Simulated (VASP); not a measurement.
# Si2Mo (I4/mmm) in VASP: settings compared

One crystal, Si2Mo, is run at these levels: PBEsol, PBE; tasks: equation of state.

Everything below comes from runs of VASP 6.6.1. Logs are shortened: lines on timing, memory, paths and dates and some standing lists are left out, and cuts for length are marked.

## 1. The structure

Symmetry: I4/mmm, No. 139, tetragonal system. The conventional cell has a = 3.200 Å, b = 3.200 Å, c = 7.861 Å, α = 90.00°, β = 90.00°, γ = 90.00°. Mo (site symmetry 4/mmm) is surrounded by 10 Si at 2.62 Å. Si (site symmetry 4mm) is surrounded by 5 Si at 2.61 to 2.63 Å and 5 Mo at 2.62 Å.

## 2. Equation of state, PBEsol, 12.61 Å³/atom (volume scaled by 0.94)

Contents of INCAR:

```
SYSTEM = Si2Mo
PREC = Accurate
ENCUT = 520
EDIFF = 1E-7
ISMEAR = -1
SIGMA = 0.05
LREAL = .False.
LASPH = .True.
NELM = 80
ALGO = Normal
ISIF = 2
LWAVE = .False.
LCHARG = .False.
GGA = PS
NBANDS = 18
```

Contents of KPOINTS:

```
regular mesh
0
Gamma
  12 12 12
  0 0 0
```

Contents of POSCAR:

```
Si2Mo
1.0
   -1.5673377739      1.5673377739      3.8502632003
    1.5673377739     -1.5673377739      3.8502632003
    1.5673377739      1.5673377739     -3.8502632003
Mo Si
1 2
Direct
    0.0000000000      0.0000000000      0.0000000000
    0.6670000000      0.6670000000      0.0000000000
    0.3330000000      0.3330000000      0.0000000000
```

Potentials or basis: VASP PAW PBE potentials, release 64 (Mo_sv, Si).

On the command line:

```console
$ cat potpaw_PBE.64/Mo_sv/POTCAR potpaw_PBE.64/Si/POTCAR > POTCAR
$ mpirun -np 1 vasp_std > vasp.out
```

OUTCAR:

```text
SYSTEM = Si2Mo
   PREC = Accurate
   ENCUT = 520
   EDIFF = 1E-7
   ISMEAR = -1
   LREAL = .False.
   LASPH = .True.
   NELM = 80
   ISIF = 2
   GGA = PS

 Found    163 irreducible k-points:

 Following reciprocal coordinates:
            Coordinates               Weight
  0.000000  0.000000  0.000000      1.000000
  0.083333  0.000000 -0.000000      8.000000
  0.166667  0.000000 -0.000000      8.000000
  0.250000  0.000000 -0.000000      8.000000
  0.333333  0.000000 -0.000000      8.000000
  0.416667  0.000000 -0.000000      8.000000
   k-points           NKPTS =    163   k-points in BZ     NKDIM =    163   number of bands    NBANDS=     18
   number of dos      NEDOS =    301   number of ions     NIONS =      3
   total plane-waves  NPLWV =  46656
   dimension x,y,z NGX =    36 NGY =   36 NGZ =   36
   dimension x,y,z NGXF=    72 NGYF=   72 NGZF=   72
   ions per type =               1   2
   NGX,Y,Z   is equivalent  to a cutoff of  13.47, 13.47, 13.47 a.u.
   NGXF,Y,Z  is equivalent  to a cutoff of  26.94, 26.94, 26.94 a.u.
 SYSTEM =  Si2Mo
   PREC   = accura    normal or accurate (medium, high low for compatibility)
   ISTART =      0    job   : 0-new  1-cont  2-samecut
   ICHARG =      2    charge: 1-file 2-atom 10-const
   ISPIN  =      1    spin polarized calculation?
   LNONCOLLINEAR =      F non collinear calculations
   LSORBIT =      F    spin-orbit coupling
   LASPH  =      T    aspherical Exc in radial PAW
   ENCUT  =  520.0 eV  38.22 Ry    6.18 a.u.   8.26  8.26  8.26*2*pi/ulx,y,z
   NELM   =     80;   NELMIN=  2; NELMDL= -5     # of ELM steps
   EDIFF  = 0.1E-06   stopping-criterion for ELM
   LREAL  =      F    real-space projection
   EDIFFG = 0.1E-05   stopping-criterion for IOM
   NSW    =      0    number of steps for IOM
   IBRION =     -1    ionic relax: 0-MD 1-quasi-New 2-CG
   NFREE  =      0    steps in history (QN), initial steepest desc. (CG)
   ISIF   =      2    stress and relaxation
   ISYM   =      2    0-nonsym 1-usesym 2-fastsym
   POTIM  = 0.5000    time-step for ionic-motion
   TEBEG  =    0.0;   TEEND  =   0.0 temperature during run
   PSTRESS=    0.0 pullay stress
   NELECT =      22.0000    total number of electrons
   NUPDOWN=      -1.0000    fix difference up-down
   EMIN   =  10.00;   EMAX   =-10.00  energy-range for DOS
   EFERMI =   0.00;   METHOD = LEGACY
   ISMEAR =    -1;   SIGMA  =   0.05  broadening in eV -4-tet -1-fermi 0-gaus
   EFERMI_NEDOS =   21; number of points for ismear=-14 and -15
   IALGO  =     38    algorithm
   IMIX   =      4    mixing-type and parameters
     AMIX     =   0.40;   BMIX     =  1.00
     AMIX_MAG =   1.60;   BMIX_MAG =  1.00
  volume/ion in A,a.u.               =      12.61        85.10
  Fermi-wavevector in a.u.,A,eV,Ry     =   1.366440  2.582197 25.404225  1.867158
  Thomas-Fermi vector in A             =   2.492580
   LORBIT       =      0    0 simple, 1 ext, 2 COOP (PROOUT), +10 PAW based schemes
   GGA     = PS    functional components
   LHFCALC =     F    Hartree Fock is set to
   AEXX    =    0.0000 exact exchange contribution
   IVDW    =     0    specifies the selected vdW correction
   LEPSILON=     F    determine dielectric tensor
   LRPA    =     F    only Hartree local field effects (RPA)
 non-spin polarized calculation
  energy-cutoff  :      520.00
  volume of cell :       37.83
 maximum number of plane-waves:      1034
 NGX is ok and might be reduce to    36
   NGX = 17   NGY = 17   NGZ = 17

 number of electron      22.0000000 magnetization

 Free energy of the ion-electron system (eV)
  ---------------------------------------------------
  ext. energy  EPLUGINS =         0.00000000
  ---------------------------------------------------
  free energy    TOTEN  =       -24.99951017 eV

  energy without entropy =      -24.99742736  energy(sigma->0) =      -24.99846877

 E-fermi :  13.1400     XC(G=0): -12.8060

 val. band max:       13.0740969712   @ k =  -0.3333  -0.4167   0.3333
 cond. band min:      13.1834257691   @ k =   0.0833   0.0000  -0.0000
 fundamental gap:      0.1093287979
 Fermi energy:        13.1399635524

 k-point     1 :       0.0000    0.0000    0.0000
  band No.  band energies     occupation
      1     -47.4244      2.00000
      2     -21.6677      2.00000
      3     -21.5294      2.00000
      4     -21.5294      2.00000
      5      -0.8079      2.00000
      6       6.3833      2.00000
      7       9.7746      2.00000
      8       9.7752      2.00000
      9      10.2996      2.00000
     10      10.2996      2.00000
     11      13.5819      0.00029
     12      15.9865      0.00000
     13      16.6289      0.00000
     14      16.9652      0.00000
     15      16.9652      0.00000
     16      17.5123      0.00000
     17      18.5581      0.00000
     18      18.5581      0.00000

 k-point     2 :       0.0833    0.0000   -0.0000
  band No.  band energies     occupation
      1     -47.4228      2.00000
      2     -21.6660      2.00000
      3     -21.5519      2.00000
      4     -21.5273      2.00000
      5      -0.6742      2.00000
      6       6.4089      2.00000
      7       9.1765      2.00000
      8       9.7984      2.00000
      9      10.3876      2.00000
     10      10.6271      2.00000
     11      13.1834      0.59082
     12      16.0947      0.00000
     13      16.3225      0.00000
     14      16.4100      0.00000
     15      17.3575      0.00000
     16      17.8882      0.00000
     17      18.6742      0.00000
     18      19.2840      0.00000

 k-point     3 :       0.1667    0.0000   -0.0000
  band No.  band energies     occupation
      1     -47.4181      2.00000
      2     -21.6616      2.00000
      3     -21.6129      2.00000
      4     -21.5216      2.00000
      5      -0.2809      2.00000
      6       6.4192      2.00000
      7       8.3249      2.00000
      8       9.7902      2.00000
      9      10.6370      2.00000
     10      10.8434      2.00000
     11      12.4241      2.00000
     12      15.3120      0.00000
     13      15.7344      0.00000
     14      17.1615      0.00000
     15      17.6916      0.00000
     16      18.2753      0.00000
     17      19.3988      0.00000
     18      20.7017      0.00000

 k-point     4 :       0.2500    0.0000   -0.0000
  band No.  band energies     occupation
      1     -47.4118      2.00000
      2     -21.6958      2.00000
      3     -21.6548      2.00000
      4     -21.5138      2.00000
      5       0.3495      2.00000
      6       6.1327      2.00000
      7       7.7879      2.00000
      8       9.5464      2.00000
      9      10.8304      2.00000
     10      10.9470      2.00000
     11      11.7935      2.00000
     12      14.8508      0.00000
     13      15.6442      0.00000
     14      17.5145      0.00000
     15      17.7039      0.00000
     16      18.7454      0.00000
     17      20.5191      0.00000
     18      22.3195      0.00000

 k-point     5 :       0.3333    0.0000   -0.0000
  band No.  band energies     occupation
      1     -47.4055      2.00000
      2     -21.7770      2.00000
      3     -21.6487      2.00000
      4     -21.5060      2.00000
      5       1.1811      2.00000
      6       5.3561      2.00000
      7       7.7673      2.00000
      8       9.0471      2.00000
      9      10.6538      2.00000
     10      10.8433      2.00000
     11      11.8536      2.00000
     12      14.9406      0.00000
     13      16.0965      0.00000
     14      17.0756      0.00000
     15      17.8602      0.00000
     16      19.0217      0.00000
     17      20.5177      0.00000
     18      22.6817      0.00000

 k-point     6 :       0.4167    0.0000   -0.0000
  band No.  band energies     occupation
      1     -47.4009      2.00000
      2     -21.8358      2.00000
      3     -21.6440      2.00000
      4     -21.5003      2.00000
      5       2.1632      2.00000
      6       4.3493      2.00000
      7       7.9006      2.00000
      8       8.6187      2.00000
      9      10.4065      2.00000
     10      10.5499      2.00000
     11      12.3042      2.00000
     12      15.3609      0.00000
     13      16.5447      0.00000
     14      16.8801      0.00000
     15      17.9041      0.00000
     16      18.8065      0.00000
     17      20.0090      0.00000
     18      21.2622      0.00000

 [... further k-points ...]
[... 5 lines left out ...]
  --------------------------------------------------------------------------------------
  -------------------------------------------------------------------------------------
  Total        2.9363956      2.9363956      3.1188601      0.0000000     -0.0000000      0.0000000
  in kB      124.3510720    124.3510720    132.0781167      0.0000000     -0.0000000      0.0000000
  external PRESSURE =     126.9267536 kB  Pullay stress =       0.0000000 kB

 VOLUME and BASIS-vectors are now :
 -----------------------------------------------------------------------------
  energy-cutoff  :      520.00
  volume of cell :       37.83
      direct lattice vectors                 reciprocal lattice vectors
    -1.567337774  1.567337774  3.850263200     0.000000000  0.319012282  0.129861252
     1.567337774 -1.567337774  3.850263200     0.319012282  0.000000000  0.129861252
     1.567337774  1.567337774 -3.850263200     0.319012282  0.319012282  0.000000000

 POSITION                                       TOTAL-FORCE (eV/Angst)
 -----------------------------------------------------------------------------------
      0.00000      0.00000      0.00000         0.000000      0.000000     -0.000000
      0.00000      0.00000      5.13625        -0.000000     -0.000000     -0.223184
      0.00000      0.00000      2.56428         0.000000      0.000000      0.223184
 -----------------------------------------------------------------------------------
    total drift:                                0.000000      0.000000     -0.000000

  FREE ENERGIE OF THE ION-ELECTRON SYSTEM (eV)
  ---------------------------------------------------
  free  energy   TOTEN  =       -24.9995101720 eV

  energy  without entropy=      -24.9974273594  energy(sigma->0) =      -24.99846877
```

It took 73 s on 1 thread of Intel Xeon 6975P-C (Granite Rapids), shared host; peak memory 0.26 GiB.

Results:

- Free energy: -24.9995 eV
- Pressure: 12.7 GPa
- Largest force: 0.223 eV/Å
- Band gap on the k mesh: none (metal or under the smearing width)

Caveat: the PAW data sets were made with another functional, which shifts forces and pressure a little.

## 3. Equation of state, PBEsol, 12.88 Å³/atom (volume scaled by 0.96)

INCAR is that of step 2.

KPOINTS is that of step 2.

Contents of POSCAR:

```
Si2Mo
1.0
   -1.5783757276      1.5783757276      3.8773786233
    1.5783757276     -1.5783757276      3.8773786233
    1.5783757276      1.5783757276     -3.8773786233
Mo Si
1 2
Direct
    0.0000000000      0.0000000000      0.0000000000
    0.6670000000      0.6670000000      0.0000000000
    0.3330000000      0.3330000000      0.0000000000
```

Potentials or basis: VASP PAW PBE potentials, release 64 (Mo_sv, Si).

On the command line:

```console
$ cat potpaw_PBE.64/Mo_sv/POTCAR potpaw_PBE.64/Si/POTCAR > POTCAR
$ mpirun -np 1 vasp_std > vasp.out
```

Wall time 68 s (1 thread of Intel Xeon 6975P-C (Granite Rapids), shared host); peak memory 0.27 GiB.

Results (log left out):

| Item | Value |
| --- | --- |
| Free energy | -25.0492 eV |
| Pressure | 7.1 GPa |
| Largest force | 0.258 eV/Å |
| Band gap on the k mesh | none (metal or under the smearing width) |

Caveat: the PAW data sets were made with another functional, which shifts forces and pressure a little.

(Part 1 of 2 ends here.)
